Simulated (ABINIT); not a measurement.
# ZrSe2 (P-3m1) in ABINIT: settings compared

Aim: see how the results for ZrSe2 move with the level of theory and the settings. Levels: r2SCAN, LDA. Tasks: single point.

All numbers are computed with ABINIT 10.8.3 (patched build); they aren't measurements. Logs are shortened: lines on timing, memory, paths and dates and some standing lists are left out, and cuts for length are marked. The log counts tension as positive stress, the text compression.

**Measured values to compare with.**

From “Stress-Tuned Optical Transitions in Layered 1T-MX2 (M= Hf, Zr, Sn; X= S, Se) Crystals”, 2022, arxiv:2210.12074, for a bulk crystal of ZrSe2: band gap 1.2 eV (indirect).

How close the calculation comes is told below.

## 1. The crystal as given

It takes space group P-3m1 (No. 164, trigonal). The conventional cell has a = 3.798 Å, b = 3.798 Å, c = 6.192 Å, α = 90.00°, β = 90.00°, γ = 120.00°. Zr (site symmetry -3m) has 6 Se at 2.68 Å as nearest neighbours. Se (site symmetry 3m) has 3 Zr at 2.68 Å as nearest neighbours.

## 2. Single point, r2SCAN

The input, run.abi:

```
# Pseudopotentials
pp_dirpath "./"
pseudos "Zr.GGA_PBE-JTH.xml, Se.GGA_PBE-JTH.xml"

# Structure
acell 3*1.0 Angstrom
rprim
     3.7980000000     0.0000000000     0.0000000000
    -1.8990000000     3.2891644836     0.0000000000
     0.0000000000     0.0000000000     6.1920000000
ntypat 2
znucl 40 34
natom 3
typat 1 2 2
xred
     0.0000000000     0.0000000000     0.0000000000
     0.6666666667     0.3333333333     0.7500000000
     0.3333333333     0.6666666667     0.2500000000

# Plane-wave basis
ecut 20.0
pawecutdg 40.0

# k points
kptopt 1
ngkpt 5 5 3
nshiftk 1
shiftk 0.0 0.0 0.0

# Exchange and correlation
ixc -497498
usekden 1
pawxcdev 0

# Bands and occupations
nband 16
occopt 3
tsmear 0.05 eV

# SCF cycle
nstep 100
tolvrs 1.0e-7

# Output
iomode 3
prtwf 0
prteig 0
prtebands 0
enunit 2
prtden 1
prtvha 1
prtvclmb 1
prtpot 1
```

Potentials or basis: JTH PAW PBE v2.0.

Started as:

```sh
$ abinit run.abi > log 2>&1
```

run.abo:

```text
.Version 10.8.3 of ABINIT
 Symmetries : space group P-3 m 1 (#164); Bravais hP (primitive hexag.)
================================================================================
 Values of the parameters that define the memory need of the present run
     intxc =       0    ionmov =       0      iscf =      17    lmnmax =      18
     lnmax =       6     mgfft =      48  mpssoang =       3    mqgrid =    3332
     natom =       3  nloc_mem =       2    nspden =       1   nspinor =       1
    nsppol =       1      nsym =      12    n1xccc =       1    ntypat =       2
    occopt =       3   xclevel =       2
       mpw =        2244          nfft =       43200          nkpt =          12
 PAW method is used; the additional fine FFT grid is defined by:
   mgfftf=        72    nfftf =    145800
================================================================================
================================================================================

--------------------------------------------------------------------------------
------------- Echo of variables that govern the present computation ------------
--------------------------------------------------------------------------------
 -outvars: echo values of preprocessed input variables --------
            acell      1.8897261259E+00  1.8897261259E+00  1.8897261259E+00 Bohr
              amu      9.12240000E+01  7.89600000E+01
             ecut      2.00000000E+01 Hartree
           enunit           2
              ixc     -497498
         kptrlatt        5    0    0      0    5    0      0    0    3
          kptrlen      3.51035525E+01
            natom           3
            nband          16
            ngfft          30      30      48
          ngfftdg          45      45      72
             nkpt          12
            nstep         100
             nsym          12
           ntypat           2
           occopt           3
        pawecutdg      4.00000000E+01 Hartree
         pawxcdev           0
        prtebands           0
           prteig           0
          prtkden           1
           prtpot           1
         prtvclmb           1
           prtvha           1
            prtwf           0
            rprim      3.7980000000E+00  0.0000000000E+00  0.0000000000E+00
                      -1.8990000000E+00  3.2891644836E+00  0.0000000000E+00
                       0.0000000000E+00  0.0000000000E+00  6.1920000000E+00
          spgroup         164
           tolvrs      1.00000000E-07
           tsmear      1.83746611E-03 Hartree
            typat      1  2  2
          usekden           1
           useylm           1
           xangst      0.0000000000E+00  0.0000000000E+00  0.0000000000E+00
                       1.8990000000E+00  1.0963881612E+00  4.6440000000E+00
                       3.8049734892E-17  2.1927763224E+00  1.5480000000E+00
            xcart      0.0000000000E+00  0.0000000000E+00  0.0000000000E+00
                       3.5885899131E+00  2.0718733524E+00  8.7758881287E+00
                       7.1903578110E-17  4.1437467047E+00  2.9252960429E+00
             xred      0.0000000000E+00  0.0000000000E+00  0.0000000000E+00
                       6.6666666667E-01  3.3333333333E-01  7.5000000000E-01
                       3.3333333333E-01  6.6666666667E-01  2.5000000000E-01
            znucl       40.00000   34.00000

================================================================================

 chkinp: Checking input parameters for consistency.

================================================================================
== DATASET  1 ==================================================================

--- !DatasetInfo
iteration_state: {dtset: 1, }
dimensions: {natom: 3, nkpt: 12, mband: 16, nsppol: 1, nspinor: 1, nspden: 1, mpw: 2244, }
cutoff_energies: {ecut:  20.0, pawecutdg:  40.0, }
electrons: {nelect:   2.40000000E+01, charge:   0.00000000E+00, occopt:   3.00000000E+00, tsmear:   1.83746611E-03, }
meta: {optdriver: 0, ionmov: 0, optcell: 0, iscf: 17, paral_kgb: 0, }
...

 Real(R)+Recip(G) space primitive vectors, cartesian coordinates (Bohr,Bohr^-1):
 R(1)=  7.1771798  0.0000000  0.0000000  G(1)=  0.1393305  0.0804425  0.0000000
 R(2)= -3.5885899  6.2156201  0.0000000  G(2)=  0.0000000  0.1608850  0.0000000
 R(3)=  0.0000000  0.0000000 11.7011842  G(3)=  0.0000000  0.0000000  0.0854614
 Unit cell volume ucvol=  5.2199711E+02 bohr^3
 Angles (23,13,12)=  9.00000000E+01  9.00000000E+01  1.20000000E+02 degrees

 Coarse grid specifications (used for wave-functions):

 getcut: wavevector=  0.0000  0.0000  0.0000  ngfft=  30  30  48
         ecut(hartree)=     20.000   => boxcut(ratio)=   2.03766

[... 75 lines left out ...]
cartesian_stress_tensor: # hartree/bohr^3
- [ -5.41720059E-05,   0.00000000E+00,   0.00000000E+00, ]
- [  0.00000000E+00,  -5.41720060E-05,   0.00000000E+00, ]
- [  0.00000000E+00,   0.00000000E+00,  -6.38669862E-05, ]
pressure_GPa:   1.6889E+00
xred      :
- [  0.0000E+00,   0.0000E+00,   0.0000E+00, Zr]
- [  6.6667E-01,   3.3333E-01,   7.5000E-01, Se]
- [  3.3333E-01,   6.6667E-01,   2.5000E-01, Se]
cartesian_forces: # hartree/bohr
- [  1.50067034E-28,   2.02162899E-28,   2.89120579E-19, ]
- [ -1.50067034E-28,  -4.90967041E-28,  -2.09448720E-03, ]
- [  0.00000000E+00,   2.88804142E-28,   2.09448720E-03, ]
force_length_stats: {min:   2.89120579E-19, max:   2.09448720E-03, mean:   1.39632480E-03, }
...

 Integrated electronic density in atomic spheres:
 ------------------------------------------------
 Atom  Sphere_radius  Integrated_density
    1        2.22030          8.87484018
    2        2.21132          4.02243280
    3        2.21132          4.02243280

================================================================================

 ----iterations are completed or convergence reached----

 Mean square residual over all n,k,spin=   10.636E-07; max=  12.274E-05
 reduced coordinates (array xred) for    3 atoms
       0.000000000000      0.000000000000      0.000000000000
       0.666666666667      0.333333333333      0.750000000000
       0.333333333333      0.666666666667      0.250000000000
 rms dE/dt=  1.1553E-02; max dE/dt=  2.4508E-02; dE/dt below (all hartree)
    1       0.000000000000      0.000000000000      0.000000000000
    2       0.000000000000      0.000000000000      0.024507980467
    3       0.000000000000     -0.000000000000     -0.024507980467

 cartesian coordinates (angstrom) at end:
    1      0.00000000000000     0.00000000000000     0.00000000000000
    2      1.89900000000000     1.09638816120000     4.64400000000000
    3      0.00000000000000     2.19277632240000     1.54800000000000

 cartesian forces (hartree/bohr) at end:
    1      0.00000000000000     0.00000000000000     0.00000000000000
    2     -0.00000000000000    -0.00000000000000    -0.00209448719952
    3      0.00000000000000     0.00000000000000     0.00209448719952
 frms,max,avg= 9.8735073E-04 2.0944872E-03   0.000E+00  0.000E+00  0.000E+00 h/b

 cartesian forces (eV/Angstrom) at end:
    1      0.00000000000000     0.00000000000000     0.00000000000000
    2     -0.00000000000000    -0.00000000000000    -0.10770286217523
    3      0.00000000000000     0.00000000000000     0.10770286217523
 frms,max,avg= 5.0771616E-02 1.0770286E-01   0.000E+00  0.000E+00  0.000E+00 e/A
 length scales=  1.889726125908  1.889726125908  1.889726125908 bohr
              =  1.000000000000  1.000000000000  1.000000000000 angstroms
 Fermi (or HOMO) energy (hartree) =   0.11834   Average Vxc (hartree)=  -0.37689
 Eigenvalues (hartree) for nkpt=  12  k points:
 kpt#   1, nband= 16, wtk=  0.01333, kpt=  0.0000  0.0000  0.0000 (reduced coord)
  -1.77690   -0.94381   -0.93944   -0.93944   -0.39696   -0.34851   -0.06895    0.00136
   0.00136    0.10320    0.10320    0.10580    0.15507    0.15507    0.17655    0.27562
      occupation numbers for kpt#   1
   2.00000    2.00000    2.00000    2.00000    2.00000    2.00000    2.00000    2.00000
   2.00000    1.99947    1.99947    1.99782    0.00000    0.00000    0.00000    0.00000
 prteigrs : prtvol=0 or 1, do not print more k-points.

 Fermi (or HOMO) energy (eV) =   3.22011   Average Vxc (eV)= -10.25580
 Eigenvalues (   eV  ) for nkpt=  12  k points:
 kpt#   1, nband= 16, wtk=  0.01333, kpt=  0.0000  0.0000  0.0000 (reduced coord)
 -48.35199  -25.68229  -25.56333  -25.56333  -10.80186   -9.48334   -1.87622    0.03701
   0.03701    2.80817    2.80817    2.87904    4.21963    4.21963    4.80428    7.50003
 prteigrs : prtvol=0 or 1, do not print more k-points.

--- !EnergyTerms
iteration_state     : {dtset: 1, }
comment             : Components of total free energy in Hartree
kinetic             :  1.89108128251959E+01
hartree             :  1.70942203733890E+01
xc                  : -1.87780319910295E+01
Ewald energy        : -4.65199731660101E+01
psp_core            :  3.58570641510801E+00
local_psp           : -5.81328234963958E+01
PAW spherical_terms :  5.07520919712970E+01
internal            : -3.30879970684454E+01
'-kT*entropy'       : -1.52823653230564E-06
total_energy        : -3.30879985966819E+01
total_energy_eV     : -9.00370309920789E+02
...

--- !EnergyTermsDC
iteration_state     : {dtset: 1, }
comment             : '"Double-counting" decomposition of free energy'
band_energy         : -1.05153140655126E+01
Ewald energy        : -4.65199731660101E+01
psp_core            :  3.58570641510801E+00
xc_dc               : -2.01852471980579E+01
PAW spherical_terms :  4.05467917564922E+01
internal            : -3.30880362579803E+01
'-kT*entropy'       : -1.52823653230564E-06
total_energy_dc     : -3.30880377862169E+01
total_energy_dc_eV  : -9.00371376322362E+02
...

--- !EnergyTermsWithPAWCore
iteration_state     : {dtset: 1, }
comment             : 'Components of total free energy, including PAW core contributions'
Total energy        : -8.46023472418087E+03
Total energy DC     : -8.46023476337041E+03
Total energy (eV)   : -2.30214714811346E+05
Total energy DC (eV): -2.30214715877748E+05
...

 Cartesian components of stress tensor (hartree/bohr^3)
  sigma(1 1)= -5.41720059E-05  sigma(3 2)=  0.00000000E+00
  sigma(2 2)= -5.41720060E-05  sigma(3 1)=  0.00000000E+00
  sigma(3 3)= -6.38669862E-05  sigma(2 1)=  0.00000000E+00

-Cartesian components of stress tensor (GPa)         [Pressure=  1.6889E+00 GPa]
- sigma(1 1)= -1.59379544E+00  sigma(3 2)=  0.00000000E+00
- sigma(2 2)= -1.59379544E+00  sigma(3 1)=  0.00000000E+00
- sigma(3 3)= -1.87903161E+00  sigma(2 1)=  0.00000000E+00

== END DATASET(S) ==============================================================
================================================================================

 -outvars: echo values of variables after computation  --------
            acell      1.8897261259E+00  1.8897261259E+00  1.8897261259E+00 Bohr
           etotal     -3.3088037786E+01
            fcart      1.5006703404E-28  2.0216289916E-28  2.8912057933E-19
                      -1.5006703404E-28 -4.9096704081E-28 -2.0944871995E-03
                       0.0000000000E+00  2.8880414166E-28  2.0944871995E-03
            rprim      3.7980000000E+00  0.0000000000E+00  0.0000000000E+00
                      -1.8990000000E+00  3.2891644836E+00  0.0000000000E+00
                       0.0000000000E+00  0.0000000000E+00  6.1920000000E+00
           strten     -5.4172005868E-05 -5.4172005979E-05 -6.3866986182E-05
                       0.0000000000E+00  0.0000000000E+00  0.0000000000E+00
           xangst      0.0000000000E+00  0.0000000000E+00  0.0000000000E+00
                       1.8990000000E+00  1.0963881612E+00  4.6440000000E+00
                       3.8049734892E-17  2.1927763224E+00  1.5480000000E+00
             xred      0.0000000000E+00  0.0000000000E+00  0.0000000000E+00
                       6.6666666667E-01  3.3333333333E-01  7.5000000000E-01
                       3.3333333333E-01  6.6666666667E-01  2.5000000000E-01
 Calculation completed.
```

Run time: 46 s. Hardware: 1 thread of Arm Neoverse V2, shared host; peak memory 0.18 GiB.

Results:

- Free energy: -900.3714 eV
- Pressure: 1.7 GPa
- Largest force: 0.108 eV/Å
- Band gap on the k mesh: 0.76 eV, indirect (least direct gap 1.34 eV)
- Valence electrons inside the program's atomic spheres: Zr 8.87; Se 4.02

Forces in eV/Å, atoms in the order of the input:
```
Zr   0.000  0.000  0.000
Se   0.000  0.000 -0.108
Se   0.000  0.000  0.108
```

Stress tensor (GPa, compression positive):
```
1.59 0.00 0.00
0.00 1.59 0.00
0.00 0.00 1.88
```

Caveat: totals of a meta-GGA on PAW files have another zero than those of a GGA; the PAW data sets were made with another functional, which shifts forces and pressure a little; an odd mesh through Γ misses points on the zone boundary, where band edges often lie.

## 3. Single point, LDA

The input, run.abi:

```
# Pseudopotentials
pp_dirpath "./"
pseudos "Zr.LDA_PW-JTH.xml, Se.LDA_PW-JTH.xml"

# Structure
acell 7.1771798213 7.1771798214 11.7011841637
rprim
     1.0000000000     0.0000000000     0.0000000000
    -0.5000000000     0.8660254038     0.0000000000
     0.0000000000     0.0000000000     1.0000000000
ntypat 2
znucl 40 34
natom 3
typat 1 2 2
xcart
     0.0000000000     0.0000000000     0.0000000000
     3.5885899110     2.0718733507     8.7758881228
    -0.0000000004     4.1437467021     2.9252960409

# Plane-wave basis
ecut 462.593566 eV
pawecutdg 34.0

# k points
kptopt 1
ngkpt 10 10 6
nshiftk 1
shiftk 0.0 0.0 0.0

# Exchange and correlation
ixc 7

# Bands and occupations
nband 16
occopt 3
tsmear 0.00183747

# SCF cycle
nstep 100
tolvrs 1.0e-9

# Output
iomode 3
prtwf 0
prtden 0
prteig 0
prtebands 0
```

Potentials or basis: JTH PAW LDA v2.0.

Started as:

```sh
$ abinit run.abi > log 2>&1
```

Run time: 53 s. Hardware: 1 thread of Arm Neoverse V2, shared host; peak memory 0.15 GiB.

Results (log left out):

```
Free energy                                           : -1827.9204 eV
Pressure                                              : -3.2 GPa
Largest force                                         : 0.080 eV/Å
Band gap on the k mesh                                : 0.30 eV, indirect (least direct gap 0.99 eV)
Valence electrons inside the program's atomic spheres : Zr 8.93; Se 4.01
```

Forces in eV/Å, atoms in the order of the input:
```
Zr   0.000  0.000  0.000
Se   0.000  0.000  0.080
Se   0.000  0.000 -0.080
```

Stress tensor (GPa, compression positive):
```
-3.91  0.00  0.00
 0.00 -3.91  0.00
 0.00  0.00 -1.93
```

Levels at points of the mesh, in eV from the valence-band top:
```tsv
k point	band 8	band 9	band 10	band 11	band 12	band 13	band 14	band 15	band 16
(0.00, 0.00, 0.00)	-2.72	-2.72	-0.05	-0.05	0.00	0.99	0.99	1.50	4.32
(0.50, 0.00, 0.00)	-2.94	-2.70	-2.50	-2.15	-1.36	0.50	2.46	2.79	4.79
(0.00, 0.00, 0.50)	-2.68	-2.68	-2.12	-0.22	-0.22	0.96	0.96	1.88	4.73
(0.50, 0.00, 0.50)	-3.62	-2.68	-2.53	-1.04	-0.97	0.30	2.46	2.78	4.48
```

## 4. Single point, LDA

The input, run.abi:

```
# Pseudopotentials
pp_dirpath "./"
pseudos "Zr.LDA_PW-JTH.xml, Se.LDA_PW-JTH.xml"

# Structure
acell 3*1.0 Angstrom
rprim
     3.7980000000     0.0000000000     0.0000000000
    -1.8990000000     3.2891644836     0.0000000000
     0.0000000000     0.0000000000     6.1920000000
ntypat 2
znucl 40 34
natom 3
typat 1 2 2
xred
     0.0000000000     0.0000000000     0.0000000000
     0.6666666667     0.3333333333     0.7500000000
     0.3333333333     0.6666666667     0.2500000000

# Plane-wave basis
ecut 462.593566 eV
pawecutdg 34.0

# k points
kptopt 1
ngkpt 6 6 4
nshiftk 1
shiftk 0.0 0.0 0.0

# Exchange and correlation
ixc 7

# Bands and occupations
nband 16
occopt 3
tsmear 0.00183747

# SCF cycle
nstep 100
tolvrs 1.0e-9

# Output
iomode 3
prtwf 0
prteig 0
prtebands 0
enunit 2
prtvol 2
prtden 1
prtvha 1
prtvclmb 1
prtpot 1
```

Started as:

```sh
$ abinit run.abi > log 2>&1
```

Run time: 18 s. Hardware: 1 thread of Arm Neoverse V2, shared host; peak memory 0.11 GiB.

Results (log left out):

```
Free energy                                           : -1827.9016 eV
Pressure                                              : -3.1 GPa
Largest force                                         : 0.093 eV/Å
Band gap on the k mesh                                : 0.29 eV, indirect (least direct gap 0.98 eV)
Valence electrons inside the program's atomic spheres : Zr 8.93; Se 4.01
```

Forces on the atoms (eV/Å):
```
Zr   0.000  0.000  0.000
Se   0.000  0.000  0.093
Se   0.000  0.000 -0.093
```

Stress tensor (GPa, compression positive):
```
-3.71  0.00  0.00
 0.00 -3.71  0.00
 0.00  0.00 -2.03
```

Levels at points of the mesh, in eV from the valence-band top:
```
           k point  band 8  band 9  band 10  band 11  band 12  band 13  band 14  band 15  band 16
(0.00, 0.00, 0.00)   -2.73   -2.73    -0.05    -0.05     0.00     0.98     0.98     1.49     4.32
(0.50, 0.00, 0.00)   -2.94   -2.70    -2.51    -2.16    -1.36     0.49     2.45     2.78     4.78
(0.00, 0.00, 0.50)   -2.68   -2.68    -2.12    -0.21    -0.21     0.95     0.95     1.86     4.72
(0.50, 0.00, 0.50)   -3.62   -2.68    -2.54    -1.04    -0.98     0.29     2.44     2.77     4.47
```

## 5. Summary

| level | potentials or basis | k mesh | cutoff (eV) | fine-grid cutoff | gap on the mesh (eV) | pressure (GPa) | largest force (eV/Å) |
| --- | --- | --- | --- | --- | --- | --- | --- |
| r2SCAN | JTH PAW PBE v2.0 | 5 × 5 × 3 | 544 | 1088.46 eV | 0.76 | 1.7 | 0.11 |
| LDA | JTH PAW LDA v2.0 | 10 × 10 × 6 | 463 | 925.187 eV | 0.30 | -3.2 | 0.08 |
| LDA | JTH PAW LDA v2.0 | 6 × 6 × 4 | 463 | 925.187 eV | 0.29 | -3.1 | 0.09 |

Alike in all rows: task single point; no spin polarisation; cell as given; smearing fermi-dirac 0.05 eV.

Caveats: totals of a meta-GGA on PAW files have another zero than those of a GGA (some runs); the PAW data sets were made with another functional, which shifts forces and pressure a little (some runs); an odd mesh through Γ misses points on the zone boundary, where band edges often lie (some runs).

Total energies depend on the potentials used, so only differences within one code and one set of settings carry meaning.

## 6. Comparison with measurements

Step 2. The gap isn't set beside the deposited one, since this odd mesh misses points on the zone boundary.

Step 3. Against the measured gap of ZrSe2, 1.2 eV (indirect; quoted in “Stress-Tuned Optical Transitions in Layered 1T-MX2 (M= Hf, Zr, Sn; X= S, Se) Crystals”, 2022, arxiv:2210.12074), the calculated 0.30 eV is off by -0.90 eV. Spin-orbit coupling on Se, Zr is left out. The value is that of LDA on a finite k mesh, which can miss the band edges, without temperature or zero-point motion. Semilocal functionals fall short of measured gaps as a rule.

Step 4. A measured gap of ZrSe2 is 1.2 eV (indirect; quoted in “Stress-Tuned Optical Transitions in Layered 1T-MX2 (M= Hf, Zr, Sn; X= S, Se) Crystals”, 2022, arxiv:2210.12074); the calculated 0.29 eV misses it by -0.91 eV. Spin-orbit coupling on Se, Zr is left out. The value is that of LDA on a finite k mesh, which can miss the band edges, without temperature or zero-point motion. Semilocal functionals fall short of measured gaps as a rule.
